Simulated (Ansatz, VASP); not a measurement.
# Ga in VASP and in Ansatz

File INCAR:

```
ALGO = Normal
EDIFF = 1E-6
ENCUT = 520
GGA = CA
ISIF = 2
ISMEAR = -1
LASPH = True
LCHARG = True
LELF = True
LREAL = False
LVHAR = True
LWAVE = False
NBANDS = 12
NELM = 100
PREC = Accurate
SIGMA = 0.05
```

Contents of KPOINTS:

```
k-points
0
Gamma
  16 16 16
```

The input POSCAR:

```
Ga
1.0
   -1.4894234511      1.4894234511      1.4894234511
    1.4894234511     -1.4894234511      1.4894234511
    1.4894234511      1.4894234511     -1.4894234511
Ga
1
Direct
    0.0000000000      0.0000000000      0.0000000000
```

Input for Ansatz:

```yaml
crystal:
  lattice:
    - [-1.4894234511, 1.4894234511, 1.4894234511]
    - [1.4894234511, -1.4894234511, 1.4894234511]
    - [1.4894234511, 1.4894234511, -1.4894234511]
  atoms:
    - { symbol: Ga, position: [0.0, 0.0, 0.0] }
kpoints:
  mp_grid: { grid: [16, 16, 16] }
scf:
  occupations: { method: fermi_dirac, width: 0.05 }
hamiltonian:
  xc: lda
  pseudopotentials: { kind: all_electron, lapw: { basis_error: 0.001 } }
output:
  forces: true
  stress: true
  eigenvalues: true
  populations: true
```

Change from the starting cell: volume scaled by 0.76, LAPW.

Alike in both runs: task single point; functional LDA; k mesh 16 × 16 × 16; occupations fermi-dirac, width 0.05 eV; no spin polarisation.

|  | VASP | Ansatz |
| --- | --- | --- |
| version | VASP 6.6.1 | Ansatz 0.2.0 |
| potentials or method | VASP PAW LDA potentials, release 64 (Ga_d) | all-electron LAPW, scalar-relativistic |
| plane-wave cutoff (eV) | 520 | see its input |

|  | VASP | Ansatz | Ansatz less VASP |
| --- | --- | --- | --- |
| pressure (GPa) | 34.2 | 33.8 | -0.45 |

Ansatz ran all-electron here, so the differences hold the error of VASP's frozen core and of both bases.

Caveats: so large a pressure means that the cell lies far from this level's equilibrium, or that cutoff or potentials fall short (VASP).
